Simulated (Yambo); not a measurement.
# BP (F-43m) in Yambo: further runs, part 3 of 3

Yambo 5.3.0.

## 6. Optical spectrum by the Bethe-Salpeter equation, PBE, non-collinear spin, zero start, spin-orbit coupling

File bse2.in:

```
optics
bse
bss
rim_cut
em1s
RandQpts= 1000000
RandGvec= 50 RL
Chimod= "HARTREE"
% BndsRnXs
 1 | 58 |
%
NGsBlkXs= 5 Ry
% LongDrXs
 1 | 0 | 0 |
%
BSKmod= "SEX"
BSEmod= "retarded"
BSSmod= "d"
% BSEQptR
 1 | 1 |
%
% BSEBands
 5 | 12 |
%
BSENGexx= 20 Ry
BSENGBlk= 5 Ry
% BEnRange
 0 | 20 | eV
%
% BDmRange
 0.1 | 0.1 | eV
%
BEnSteps= 200
% BLongDir
 1 | 0 | 0 |
%
BSEprop= "abs"
WRbsWF
% KfnQP_E
 0.87 | 1.0 | 1.0 |
%
```

File scf.in:

```
&CONTROL
  calculation = 'scf'
  prefix = 'pwscf'
  outdir = './tmp'
  pseudo_dir = './pseudo'
/
&SYSTEM
  ibrav = 0
  nat = 2
  ntyp = 2
  ecutwfc = 76
  nbnd = 18
  occupations = 'smearing'
  smearing = 'fd'
  degauss = 0.00367493
  noncolin = .true.
  lspinorb = .true.
  force_symmorphic = .true.
/
&ELECTRONS
  conv_thr = 4d-10
  electron_maxstep = 120
  mixing_beta = 0.5
/
ATOMIC_SPECIES
P     30.9738 P.upf
B     10.8100 B.upf
CELL_PARAMETERS angstrom
   0.0000000000    2.2690000000    2.2690000000
   2.2690000000    0.0000000000    2.2690000000
   2.2690000000    2.2690000000    0.0000000000
ATOMIC_POSITIONS crystal
P      0.7500000000    0.7500000000    0.7500000000
B      0.0000000000    0.0000000000    0.0000000000
K_POINTS automatic
10 10 10 0 0 0
```

File nscf.in:

```
&CONTROL
  calculation = 'nscf'
  prefix = 'pwscf'
  outdir = './tmp'
  pseudo_dir = './pseudo'
/
&SYSTEM
  ibrav = 0
  nat = 2
  ntyp = 2
  ecutwfc = 76
  nbnd = 248
  occupations = 'fixed'
  noncolin = .true.
  lspinorb = .true.
  force_symmorphic = .true.
/
&ELECTRONS
  conv_thr = 1d-08
  diago_full_acc = .true.
  diago_thr_init = 1d-06
/
ATOMIC_SPECIES
P     30.9738 P.upf
B     10.8100 B.upf
CELL_PARAMETERS angstrom
   0.0000000000    2.2690000000    2.2690000000
   2.2690000000    0.0000000000    2.2690000000
   2.2690000000    2.2690000000    0.0000000000
ATOMIC_POSITIONS crystal
P      0.7500000000    0.7500000000    0.7500000000
B      0.0000000000    0.0000000000    0.0000000000
K_POINTS automatic
6 6 6 0 0 0
```

Potentials or basis: PseudoDojo 0.4 FR PBE standard.

Run with:

```bash
$ OMP_NUM_THREADS=1 pw.x -in scf.in > scf.out
$ OMP_NUM_THREADS=1 pw.x -in nscf.in > nscf.out
$ cd tmp/pwscf.save; p2y; mv SAVE ../..; cd ../..
$ OMP_NUM_THREADS=1 yambo
$ mkdir -p bse2; ln -s $PWD/g0w00/ndb.RIM bse2/
$ OMP_NUM_THREADS=1 yambo -F bse2.in -J bse2 -C bse2_out
$ OMP_NUM_THREADS=1 ypp -J bse2 -C bse2_out -e s -b 1
```

Yambo's report:

```text
[... sections 02.01 to 02.04 as in the set-up run ...]

  [02.05] Energies & Occupations
  ==============================

  [X] === General ===
  [X] Electronic Temperature                        :  0.000000  0.000000 [eV K]
  [X] Bosonic    Temperature                        :  0.000000  0.000000 [eV K]
  [X] Finite Temperature mode                       : no
  [X] El. density                                   :  0.34242E+24 [cm-3]
  [X] Fermi Level                                   :  9.254944 [eV]

  [X] === Gaps and Widths ===
  [X] Conduction Band Min                           :  1.334072 [eV]
  [X] Valence Band Max                              :  0.000000 [eV]
  [X] Filled Bands                                  :   8
  [X] Empty Bands                                   :    9  248
  [X] Direct Gap                                    :  3.363503 [eV]
  [X] Direct Gap localized at k                     :  1
  [X] Indirect Gap                                  :  1.334072 [eV]
  [X] Indirect Gap between kpts                     :   1  13
  [X] Last valence band width                       :  5.185495 [eV]
  [X] 1st conduction band width                     :  3.282741 [eV]

 [03] Transferred momenta grid and indexing
 ==========================================

 [BZ sampling] Q-grid is User defined and/or read from the database

 IBZ Q-points                                      :  16
 BZ  Q-points                                      :  216

[... 282 lines left out ...]
     [RIM] RL components                              :   51 [col]
     [RIM] Random points                              :  1000000 [col]
     [SOC] Perturbative SOC                           : no
     [K] Kernel long-range exchange                   : BAR

    [08.01.05.03] Wave-Function Phases
    ==================================

    [BSE] WF phases found       :  54.52474 [o/o]

   [08.01.06] BSE solver(s) @q1
   ============================

   [08.01.07] Diago Solver @q1
   ===========================

   [WR./bse2//ndb.BS_diago_Q1]-----------------------------------------------------
    BS kernel          energies                      : Perdew, Burke & Ernzerhof(X)+Perdew, Burke & Ernzerhof(C)+ user defined corrections @E
    [K] Identifier                                   :   9588
    [K] Dimension                                    :   3456
    [K] Bands                                        :   5  12
    [K] Exchange                                     : yes [res]
    [K] Correlation                                  : yes [res]
    [K] Kernel`s coupling                            : no
    [K] Exchange                                     : no [cpl]
    [K] Correlation                                  : no [cpl]
    [K] W interaction is bare                        : no
    [K] ALDA kernel in R-space                       : no
    [K] RL vectors                                   :  283 [exchange]
    [K] RL vectors                                   :   51 [correlation]
    [K] E/h energy range                             : -1.000000 -1.000000 [eV]
    [K] Coupling range                               :  100.0000  100.0000 [o/o]
    [W] Interaction is diagonal                      : no
    [W] Matrix size                                  :   51
    [W] Bands                                        :    1   58
    [W] e/h energy range                             : -1.000000 -1.000000 [eV]
    [W] Poles                                        :  100.0000 [o/o]
    [W] RL vectors in the sum                        :  2421
    [W] [r,Vnl] included                             : yes
    [W] Field direction                              :  0.100000E-4   0.00000      0.00000
    [W] Coulomb Cutoff                               : none
    [W] Hxc Kernel                                   : HARTREE
    [RIM] RL components                              :   51 [col]
    [RIM] Random points                              :  1000000 [col]
    [SOC] Perturbative SOC                           : no
    [K] Kernel long-range exchange                   : BAR
    [BSS] Eigenstates included                       : yes
    [BSS] Field direction                            :  0.100000E-4   0.00000      0.00000
    [BSS] Eigenstates computed                       :   3456
    [BSS] Number of BSE matrices                     :  1
```

o-bse2.eps_q1_diago_bse:

```text
# Absorption @ Q(1):   1.00000000      0.00000000      0.00000000    [q->0 direction]
#
[... 52 lines left out ...]
#
        0.000000           0.000000           8.682616           0.000000           7.919683
        0.100503           0.004699           8.684973           0.003439           7.921409
        0.201005           0.009418           8.692055           0.006890           7.926592
        0.301508           0.014175           8.703891           0.010364           7.935250
        0.402010           0.018990           8.720528           0.013872           7.947412
        0.502513           0.023884           8.742036           0.017428           7.963119
[... 192 lines left out ...]
        19.89950           0.009479           0.176238           0.011111           0.061944
        20.00000           0.009308           0.185677           0.010902           0.073003
#
```

It took 8.2 min on 1 thread of Arm Neoverse V2, shared host; peak memory 0.52 GiB.

What came out:

| Quantity | Value |
| --- | --- |
| Band gap on the k mesh, mean-field level | 1.33 eV, indirect (least direct gap 3.36 eV) |
| Exciton binding energy | 0.22 eV |
| Lowest exciton energy | 4.01 eV |
| Lowest bright exciton energy | 4.01 eV |

Dielectric function (along the field direction of the input):
```
energy (eV)  real part  imaginary part
       0.30       8.70            0.01
       1.31       9.11            0.07
       2.31      10.21            0.16
       3.32      12.92            0.46
       4.42      19.63            2.49
       5.43      19.59           28.97
       6.43     -23.54           17.48
       7.54      -8.21            4.32
       8.54      -4.10            2.19
       9.55      -4.16            4.34
      10.65      -4.97            2.14
      11.66      -2.68            0.22
      12.66      -1.70            0.08
      13.77      -1.07            0.04
      14.77      -0.69            0.04
      15.78      -0.45            0.03
      16.88      -0.22            0.02
      17.89      -0.06            0.01
      18.89       0.07            0.01
      20.00       0.19            0.01
```

Lowest exciton energies (eV): 4.01, 4.01, 4.01, 4.02, 4.02, 4.02, 4.02, 4.02

Excitons:
```tsv
energy (eV)	strength (relative to the strongest)
4.013	0.0017
4.013	3e-05
4.014	0.0046
4.016	0.026
4.016	0.0097
4.016	0.07
4.018	0.00013
4.019	0.00092
4.061	0.0031
4.062	0.0091
4.062	0.0045
4.063	0.014
```

Caveat: this k mesh misses the band edges, so its gaps are larger than the crystal's; the optical matrix elements of this version leave out the spin-flip part of the nonlocal potential, a small error; the scissor is the correction of the direct gap in an earlier G0W0 run on the same states; exciton energies and binding change strongly with the k mesh and aren't converged on this one; spectra need much finer meshes, so this one isn't converged.

## 7. The runs side by side

```tsv
task	potentials or basis	spin	direction of the field or of q to 0	kernel	top of the energy range	energy points	correction of the levels	gap on the mesh (eV)
optical spectrum	PseudoDojo 0.4.1 SR PBE standard	off	x	Hartree (RPA with local fields)	20 eV	200	none	1.35
optical spectrum by the Bethe-Salpeter equation	PseudoDojo 0.4.1 SR PBE standard	off	x	screened exchange	20 eV	200	scissor	-
G0W0 quasiparticle levels	PseudoDojo 0.4 FR PBE standard	non-collinear, zero start, SOC	x + y + z	-	-	-	-	-
optical spectrum	PseudoDojo 0.4 FR PBE standard	non-collinear, zero start, SOC	x	Hartree (RPA with local fields)	20 eV	200	none	1.33
optical spectrum by the Bethe-Salpeter equation	PseudoDojo 0.4 FR PBE standard	non-collinear, zero start, SOC	x	screened exchange	20 eV	200	scissor	-
```

Alike in all rows: level PBE; cell as given; k mesh 6 × 6 × 6; cutoff (eV) 1034; smearing fixed.

Caveats: this k mesh misses the band edges, so its gaps are larger than the crystal's; spectra need much finer meshes, so this one isn't converged (some runs); the optical matrix elements of this version leave out the spin-flip part of the nonlocal potential, a small error (some runs); these spectra lack excitons (some runs); the scissor is the correction of the direct gap in an earlier G0W0 run on the same states (some runs); exciton energies and binding change strongly with the k mesh and aren't converged on this one (some runs); this version prints the column dSc/dw multiplied by 27.2 (some runs).

Absolute energies hang on the potentials; compare differences alone.
